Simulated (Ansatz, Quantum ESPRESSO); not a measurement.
This is a calculation of AlFe for Ansatz 0.2.0. 

File input.yaml:

```yaml
crystal:
  lattice:
    - [2.91, 0.0, 0.0]
    - [0.0, 2.91, 0.0]
    - [0.0, 0.0, 2.91]
  atoms:
    - { symbol: Fe, position: [0.5, 0.5, 0.5], spin: 3.0 }
    - { symbol: Al, position: [0.0, 0.0, 0.0] }
hamiltonian:
  xc: pbesol
  pseudopotentials: { kind: paw }
magnetization:
  spin_polarized: true
kpoints:
  mp_grid: { grid: [9, 9, 9] }
scf:
  occupations: { method: fermi_dirac, width: 0.05 }
output:
  forces: true
  stress: true
  eigenvalues: true
  write_density: true
  write_potential: true
  elf: true
  volumetric_format: npy
```

Potentials or basis: Ansatz PAW.

The run is started by

```sh
$ ansatz run input.yaml --threads 2 --pin off --max-ram 5632MiB --backend cpu --events-out ev --progress --plain --runs-dir out
```

Set up the same calculation for Quantum ESPRESSO 7.5. Potentials or basis there: GBRV 1.5 PBEsol, cutoff 762 eV.

As run (cutoffs and basis follow the program's own potentials, and thresholds, step limits or extra output files can differ):

The input pw.in:

```
&CONTROL
  calculation = 'scf'
  prefix = 'pwscf'
  outdir = './tmp'
  pseudo_dir = './pseudo'
  tprnfor = .true.
  tstress = .true.
  disk_io = 'low'
/
&SYSTEM
  ibrav = 0
  nat = 2
  ntyp = 2
  ecutwfc = 56
  ecutrho = 448
  nbnd = 19
  occupations = 'smearing'
  smearing = 'fd'
  degauss = 0.00367493
  nspin = 2
  starting_magnetization(1) = 0.1875
  starting_magnetization(2) = 0
/
&ELECTRONS
  conv_thr = 4d-10
  electron_maxstep = 120
  mixing_beta = 0.3
/
ATOMIC_SPECIES
Fe    55.8450 fe_pbesol_v1.5.uspp.F.UPF
Al    26.9815 al_pbesol_v1.uspp.F.UPF
CELL_PARAMETERS angstrom
   2.9100000000    0.0000000000    0.0000000000
   0.0000000000    2.9100000000    0.0000000000
   0.0000000000    0.0000000000    2.9100000000
ATOMIC_POSITIONS crystal
Fe     0.5000000000    0.5000000000    0.5000000000
Al     0.0000000000    0.0000000000    0.0000000000
K_POINTS automatic
9 9 9 0 0 0
```

File pp_density.in:

```
&INPUTPP
  prefix = 'pwscf'
  outdir = './tmp'
  filplot = 'density.dat'
  plot_num = 0
/
&PLOT
  nfile = 1
  filepp(1) = 'density.dat'
  iflag = 3
  output_format = 6
  fileout = 'density.cube'
/
```

Contents of pp_potential.in:

```
&INPUTPP
  prefix = 'pwscf'
  outdir = './tmp'
  filplot = 'potential.dat'
  plot_num = 11
/
&PLOT
  nfile = 1
  filepp(1) = 'potential.dat'
  iflag = 3
  output_format = 6
  fileout = 'potential.cube'
/
```

Contents of pp_spin.in:

```
&INPUTPP
  prefix = 'pwscf'
  outdir = './tmp'
  filplot = 'spin.dat'
  plot_num = 6
/
&PLOT
  nfile = 1
  filepp(1) = 'spin.dat'
  iflag = 3
  output_format = 6
  fileout = 'spin.cube'
/
```

Potentials or basis: GBRV 1.5 PBEsol.

Run with:

```console
$ OMP_NUM_THREADS=1 mpirun -n 2 pw.x -nk 2 -in pw.in > pw.out
$ OMP_NUM_THREADS=1 mpirun -n 1 pp.x -in pp_density.in > pp_density.out
$ OMP_NUM_THREADS=1 mpirun -n 1 pp.x -in pp_potential.in > pp_potential.out
$ OMP_NUM_THREADS=1 mpirun -n 1 pp.x -in pp_spin.in > pp_spin.out
```

Both were run:

|  | Ansatz | Quantum ESPRESSO |
| --- | --- | --- |
| Pressure | -11.2 GPa | -11.2 GPa |
| Net moment | 0.66 μB per cell | 0.67 μB per cell |
| Absolute moment | 0.77 μB per cell | 0.80 μB per cell |

Ansatz's pressure holds a Pulay term of +0.07 GPa for its cutoff of 420 eV, which the other run lacks.

Ansatz's potentials were made for PBE.

Where Ansatz's input types no cutoff or centring, it takes its own default and a Γ-centred mesh.

The magnetic state is the one that the start led to; the real crystal's order can differ.

The cell lies far from this level's equilibrium.

Pressure is positive in compression.
